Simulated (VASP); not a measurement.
# CdS in VASP: one cell, several levels of theory, part 2 of 2

VASP 6.6.1, plane waves, PAW. The steps go on from the part before.

## 3. Single point with r2SCAN

INCAR

```
ENCUT = 520.000000
SIGMA = 0.010000
EDIFF = 1.00e-07
ALGO = Normal
METAGGA = R2SCAN
PREC = Accurate
IBRION = -1
ISIF = 2
ISMEAR = 0
NBANDS = 16
NELM = 120
NSW = 0
LASPH = .TRUE.
LCHARG = .FALSE.
LWAVE = .FALSE.
LREAL = .FALSE.
```

KPOINTS

```
KPOINTS created by Atomic Simulation Environment
0
Gamma
8 8 8
0 0 0
```

KPOINTS_OPT

```
special points
6
Reciprocal
0.0000000000 0.0000000000 0.0000000000 1
-0.5000000000 -0.5000000000 0.0000000000 1
-0.3750000000 -0.3750000000 0.2500000000 1
-0.3750000000 0.0000000000 0.3750000000 1
0.0000000000 0.0000000000 0.5000000000 1
-0.5000000000 -0.2500000000 0.2500000000 1
```

POSCAR

```
Cd S
 1.0000000000000000
     0.0000000000000000    3.0273912883000000    3.0273912883000000
     3.0273912883000000    0.0000000000000000    3.0273912883000000
     3.0273912883000000    3.0273912883000000    0.0000000000000000
 Cd  S
   1   1
Cartesian
  0.0000000000000000  0.0000000000000000  0.0000000000000000
  1.5136956441500000  1.5136956441500000  1.5136956441500000
```

Command:

```bash
> mpirun -np 1 vasp_std
```

Standard output, without the iteration lines:

```text
POSCAR found type information on POSCAR CdS
 POSCAR found :  2 types and       2 ions
 -----------------------------------------------------------------------------
|                                                                             |
|                                                                             |
|     You enforced a specific xc type in the INCAR file but a different       |
|     I HOPE YOU KNOW WHAT YOU ARE DOING!                                     |
|                                                                             |
 -----------------------------------------------------------------------------

 LDA part: xc-table for (None), standard interpolation
 POSCAR, INCAR and KPOINTS ok, starting setup
 FFT: planning ... GRIDC
 FFT: planning ... GRID_SOFT
 FFT: planning ... GRID
 WAVECAR not read
 entering main loop
 Start KPOINTS_OPT (optional k-point list driver)
k-point batch [1-6\6]
```

OSZICAR:

```text
N       E                     dE             d eps       ncg     rms          rms(c)
DAV:   1     0.748641107213E+02    0.74864E+02   -0.90952E+03   952   0.103E+03
DAV:   2    -0.306800595998E+02   -0.10554E+03   -0.10003E+03  1104   0.248E+02
DAV:   3    -0.348375900700E+02   -0.41575E+01   -0.41466E+01  1168   0.507E+01
DAV:   4    -0.348617907420E+02   -0.24201E-01   -0.24198E-01  1152   0.387E+00
DAV:   5    -0.348621090353E+02   -0.31829E-03   -0.31829E-03  1160   0.420E-01    0.607E+00
DAV:   6    -0.296297483067E+02    0.52324E+01   -0.32673E+00   976   0.252E+01    0.788E+00
DAV:   7    -0.295986979695E+02    0.31050E-01   -0.27706E-01  1208   0.528E+00    0.481E+00
DAV:   8    -0.296177898969E+02   -0.19092E-01   -0.60689E-02  1144   0.271E+00    0.114E+00
DAV:   9    -0.296230761788E+02   -0.52863E-02   -0.80107E-03  1192   0.757E-01    0.212E-01
DAV:  10    -0.296234320908E+02   -0.35591E-03   -0.26925E-03  1152   0.530E-01    0.184E-01
DAV:  11    -0.296233823982E+02    0.49693E-04   -0.16954E-04  1112   0.185E-01    0.105E-01
DAV:  12    -0.296233492466E+02    0.33152E-04   -0.21194E-04  1160   0.159E-01    0.305E-02
DAV:  13    -0.296233487008E+02    0.54575E-06   -0.33062E-06  1144   0.191E-02    0.851E-03
DAV:  14    -0.296233481400E+02    0.56080E-06   -0.31698E-07  1128   0.607E-03    0.198E-03
DAV:  15    -0.296233480195E+02    0.12051E-06   -0.78560E-08   672   0.254E-03    0.407E-04
DAV:  16    -0.296233480295E+02   -0.10032E-07   -0.81344E-09   552   0.894E-04
   1 F= -.29623348E+02 E0= -.29623348E+02  d E =-.520750E-20
       N       E                     dE             ncg
DAV:   1     0.828620773887E+03   -0.29642E+04      208
DAV:   2     0.206103678854E+03   -0.62252E+03      240
DAV:   3     0.182195976522E+03   -0.23908E+02      232
DAV:   4     0.182061506270E+03   -0.13447E+00      248
DAV:   5     0.182059776500E+03   -0.17298E-02      232
DAV:   6     0.182059743794E+03   -0.32707E-04      248
DAV:   7     0.182059743042E+03   -0.75167E-06      256
DAV:   8     0.182059743025E+03   -0.17464E-07      216
```

Parts of OUTCAR:

```text
k-points           NKPTS =     29   k-points in BZ     NKDIM =     29   number of bands    NBANDS=     16

   NELECT =      18.0000    total number of electrons

   dimension x,y,z NGX =    32 NGY =   32 NGZ =   32
   dimension x,y,z NGXF=    64 NGYF=   64 NGZF=   64

  energy-cutoff  :      520.00
  volume of cell :       55.49
      direct lattice vectors                 reciprocal lattice vectors
     0.000000000  3.027391288  3.027391288    -0.165158697  0.165158697  0.165158697
     3.027391288  0.000000000  3.027391288     0.165158697 -0.165158697  0.165158697
     3.027391288  3.027391288  0.000000000     0.165158697  0.165158697 -0.165158697

 k-points in reciprocal lattice and weights: KPOINTS created by Atomic Simulation Env
   0.00000000  0.00000000  0.00000000       0.002
   0.12500000  0.00000000  0.00000000       0.016
   0.25000000  0.00000000  0.00000000       0.016
   0.37500000  0.00000000  0.00000000       0.016
   0.50000000  0.00000000  0.00000000       0.008
   0.12500000  0.12500000  0.00000000       0.012
   0.25000000  0.12500000  0.00000000       0.047
   0.37500000  0.12500000  0.00000000       0.047
[... 21 more k-points ...]

 E-fermi :   0.2175

 k-point     1 :       0.0000    0.0000    0.0000
  band No.  band energies     occupation
      1     -12.0763      2.00000
      2      -7.4826      2.00000
      3      -7.4826      2.00000
      4      -7.4826      2.00000
      5      -7.1166      2.00000
      6      -7.1166      2.00000
      7       0.1572      2.00000
      8       0.1572      2.00000
      9       0.1572      2.00000
     10       1.4825      0.00000
     11       7.2231      0.00000
     12       7.2231      0.00000
     13       7.2231      0.00000
     14      11.4312      0.00000
     15      11.9792      0.00000
     16      11.9792      0.00000

 k-point     2 :       0.1250    0.0000    0.0000
  band No.  band energies     occupation
      1     -12.0278      2.00000
      2      -7.4654      2.00000
      3      -7.4654      2.00000
      4      -7.4308      2.00000
      5      -7.1171      2.00000
      6      -7.1171      2.00000
      7      -0.7497      2.00000
      8       0.0583      2.00000
      9       0.0583      2.00000
     10       2.2656      0.00000
     11       6.8917      0.00000
     12       7.4006      0.00000
     13       7.4006      0.00000
     14      11.3770      0.00000
     15      11.3770      0.00000
     16      12.1057      0.00000

 k-point     3 :       0.2500    0.0000    0.0000
  band No.  band energies     occupation
      1     -11.9105      2.00000
      2      -7.4277      2.00000
      3      -7.4277      2.00000
      4      -7.2611      2.00000
      5      -7.1129      2.00000
      6      -7.1129      2.00000
      7      -2.0690      2.00000
      8      -0.1666      2.00000
      9      -0.1666      2.00000
     10       3.1070      0.00000
     11       6.7452      0.00000
     12       7.6659      0.00000
     13       7.6659      0.00000
     14      11.1474      0.00000
     15      11.1474      0.00000
     16      11.5551      0.00000

 k-point     4 :       0.3750    0.0000    0.0000
  band No.  band energies     occupation
      1     -11.7933      2.00000
      2      -7.3980      2.00000
      3      -7.3980      2.00000
      4      -7.0988      2.00000
      5      -7.0988      2.00000
      6      -6.9894      2.00000
      7      -3.1809      2.00000
      8      -0.3757      2.00000
      9      -0.3757      2.00000
     10       3.4014      0.00000
     11       7.2845      0.00000
     12       7.6645      0.00000
     13       7.6645      0.00000
     14      11.2042      0.00000
     15      11.9879      0.00000
     16      11.9879      0.00000

 k-point     5 :       0.5000    0.0000    0.0000
  band No.  band energies     occupation
      1     -11.7451      2.00000
      2      -7.3885      2.00000
      3      -7.3885      2.00000
      4      -7.0895      2.00000
      5      -7.0895      2.00000
      6      -6.8215      2.00000
      7      -3.6553      2.00000
      8      -0.4587      2.00000
      9      -0.4587      2.00000
     10       3.4293      0.00000
     11       7.6055      0.00000
     12       7.6055      0.00000
     13       7.6768      0.00000
     14      11.3112      0.00000
     15      13.0522      0.00000
     16      13.0522      0.00000

 k-point     6 :       0.1250    0.1250    0.0000
  band No.  band energies     occupation
      1     -12.0118      2.00000
      2      -7.4485      2.00000
      3      -7.4485      2.00000
      4      -7.4360      2.00000
      5      -7.1274      2.00000
      6      -7.1075      2.00000
      7      -0.7681      2.00000
      8      -0.1071      2.00000
      9      -0.1071      2.00000
     10       2.5323      0.00000
     11       6.5108      0.00000
     12       7.6228      0.00000
     13       7.6228      0.00000
     14      10.3425      0.00000
     15      12.0987      0.00000
     16      12.6312      0.00000

 k-point     7 :       0.2500    0.1250    0.0000
  band No.  band energies     occupation
      1     -11.9177      2.00000
      2      -7.4226      2.00000
      3      -7.4083      2.00000
      4      -7.3139      2.00000
      5      -7.1278      2.00000
      6      -7.0984      2.00000
      7      -1.7428      2.00000
      8      -0.3705      2.00000
      9      -0.3250      2.00000
     10       3.3414      0.00000
     11       6.1683      0.00000
     12       7.7914      0.00000
     13       8.0115      0.00000
     14       9.9283      0.00000
     15      11.9787      0.00000
     16      12.9043      0.00000

 k-point     8 :       0.3750    0.1250    0.0000
  band No.  band energies     occupation
      1     -11.8010      2.00000
      2      -7.3933      2.00000
      3      -7.3743      2.00000
      4      -7.1574      2.00000
      5      -7.0878      2.00000
      6      -7.0267      2.00000
      7      -2.8325      2.00000
      8      -0.6219      2.00000
      9      -0.5729      2.00000
     10       3.8444      0.00000
     11       6.4865      0.00000
     12       7.6097      0.00000
     13       8.1072      0.00000
     14      10.7006      0.00000
     15      12.4166      0.00000
     16      12.4956      0.00000

 k-point     9 :       0.5000    0.1250    0.0000
  band No.  band energies     occupation
      1     -11.7306      2.00000
      2      -7.3775      2.00000
      3      -7.3632      2.00000
      4      -7.1163      2.00000
      5      -7.0869      2.00000
      6      -6.8097      2.00000
      7      -3.5119      2.00000
      8      -0.8752      2.00000
      9      -0.6109      2.00000
     10       3.9535      0.00000
     11       6.7853      0.00000
     12       7.9205      0.00000
     13       7.9651      0.00000
     14      11.4966      0.00000
     15      12.7002      0.00000
     16      13.0859      0.00000

 k-point    10 :      -0.3750    0.1250    0.0000
  band No.  band energies     occupation
      1     -11.7464      2.00000
      2      -7.3763      2.00000
      3      -7.3737      2.00000
      4      -7.1052      2.00000
      5      -7.1044      2.00000
      6      -6.8631      2.00000
      7      -3.3588      2.00000
      8      -0.9546      2.00000
      9      -0.4673      2.00000
     10       3.9524      0.00000
     11       6.9195      0.00000
     12       7.6914      0.00000
     13       7.8804      0.00000
     14      11.6908      0.00000
     15      11.9964      0.00000
     16      13.1358      0.00000

 k-point    11 :      -0.2500    0.1250    0.0000
  band No.  band energies     occupation
      1     -11.8397      2.00000
      2      -7.4055      2.00000
      3      -7.3918      2.00000
      4      -7.1666      2.00000
      5      -7.1245      2.00000
      6      -7.0693      2.00000
      7      -2.4990      2.00000
      8      -0.7975      2.00000
      9      -0.2136      2.00000
     10       3.7322      0.00000
     11       6.6968      0.00000
     12       7.4424      0.00000
     13       7.8259      0.00000
     14      10.5875      0.00000
     15      11.9690      0.00000
     16      12.7137      0.00000

 k-point    12 :      -0.1250    0.1250    0.0000
  band No.  band energies     occupation
      1     -11.9565      2.00000
      2      -7.4458      2.00000
      3      -7.4272      2.00000
      4      -7.3494      2.00000
      5      -7.1263      2.00000
      6      -7.1051      2.00000
      7      -1.4589      2.00000
      8      -0.3924      2.00000
      9       0.0103      2.00000
     10       3.0005      0.00000
     11       6.5767      0.00000
     12       7.5696      0.00000
     13       7.6336      0.00000
     14      10.5579      0.00000
     15      11.3813      0.00000
     16      13.0375      0.00000

[... the tables of k-points 13 to 29 left out ...]

  Total       -1.4582567     -1.4582567     -1.4582567      0.0000000      0.0000000      0.0000000
  in kB      -42.1025974    -42.1025974    -42.1025974      0.0000000      0.0000000      0.0000000
  external PRESSURE =     -42.1025974 kB  Pullay stress =       0.0000000 kB

 POSITION                                       TOTAL-FORCE (eV/Angst)
 -----------------------------------------------------------------------------------
      0.00000      0.00000      0.00000        -0.000000     -0.000000      0.000000
      1.51370      1.51370      1.51370         0.000000      0.000000     -0.000000
 -----------------------------------------------------------------------------------
    total drift:                                0.000001      0.000001      0.000001

  FREE ENERGIE OF THE ION-ELECTRON SYSTEM (eV)
  ---------------------------------------------------
  free  energy   TOTEN  =       -29.6233480295 eV

  energy  without entropy=      -29.6233480295  energy(sigma->0) =      -29.62334803
```

Hardware: 1 MPI rank of Intel Xeon Platinum 8488C, shared host.

The levels at the points of KPOINTS_OPT are read from vasprun.xml.

Levels at the named points, in eV from the top of band v (v: the last filled band by count, c: the next):

| point | v−1 | v | c | c+1 |
| --- | --- | --- | --- | --- |
| Γ | 0.00 | 0.00 | 1.33 | 7.07 |
| X | -1.56 | -1.56 | 4.00 | 4.57 |
| U | -2.13 | -1.26 | 4.56 | 5.60 |
| K | -2.13 | -1.26 | 4.56 | 5.60 |
| L | -0.62 | -0.62 | 3.27 | 7.45 |
| W | -1.87 | -1.85 | 5.45 | 5.71 |

r2SCAN gives a direct gap of 1.33 eV at Γ. Pressure: -4.21 GPa; the forces vanish within 0.01 eV/Å.

## 4. What came out

This closing draws on all 2 parts.

| level | gap (eV) | pressure (GPa) | Ansatz: gap (eV) | Ansatz: pressure (GPa) |
| --- | --- | --- | --- | --- |
| PBE | 0.90 | -2.74 | 0.90 | -2.96 |
| r2SCAN | 1.33 | -4.21 | 1.33 | -4.41 |

The gap spans 0.90 eV (PBE) to 1.33 eV (r2SCAN). At this one volume the pressure spans -4.2 GPa (r2SCAN) to -2.7 GPa (PBE): PBE wants the largest cell and r2SCAN the smallest. The two programs agree on the gap within 0.02 eV, far less than the spread between functionals. The two codes have different PAW datasets and cutoffs. VASP's cell holds 18 valence electrons and Ansatz's 26.
